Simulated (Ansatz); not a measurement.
Runs of Ansatz 0.2.0 on EuS. The structure is cubic, space group Fm-3m (No. 225). The conventional cell has a = 5.957 Å, b = 5.957 Å, c = 5.957 Å, α = 90.00°, β = 90.00°, γ = 90.00°. Eu (site symmetry m-3m) has 6 S at 2.98 Å as nearest neighbours. S (site symmetry m-3m) has 6 Eu at 2.98 Å as nearest neighbours. 

```csv
task,level,points for each segment of the path,gap on the mesh (eV),pressure (GPa),moment (μB),V0 of scaled cells (Å³/atom),B0 (GPa)
band structure,HSE06,4,(a),0.4,7.00,-,-
single point,PBE0,-,1.37,0.4,7.00,-,-
equation of state,PBE0,-,-,-,-,26.62,51
equation of state,HSE06,-,-,-,-,26.62,51
```

Alike in all rows: potentials or basis Ansatz PAW; spin collinear, ferromagnetic start; cell as given; k mesh 6 × 6 × 6; cutoff (eV) 420; smearing fermi-dirac 0.05 eV.

Q: Estimate the missing entries.

A: (a) 0.70.

Caveats: the magnetic or orbital state may not be the lowest; spin-orbit coupling is left out, which moves the levels of the heavy elements; a cell with one magnetic atom can't hold antiferromagnetic order, which such compounds often take (some runs); the PAW data sets come from PBE, with cores solved anew for the run's functional, which leaves a small shift of forces and pressure (some runs); the thresholds are loose for stress (some runs); the PAW data sets were made with another functional, which shifts forces and pressure a little (some runs).

A k mesh can miss the band edges, and the runs leave out spin-orbit coupling on Eu.
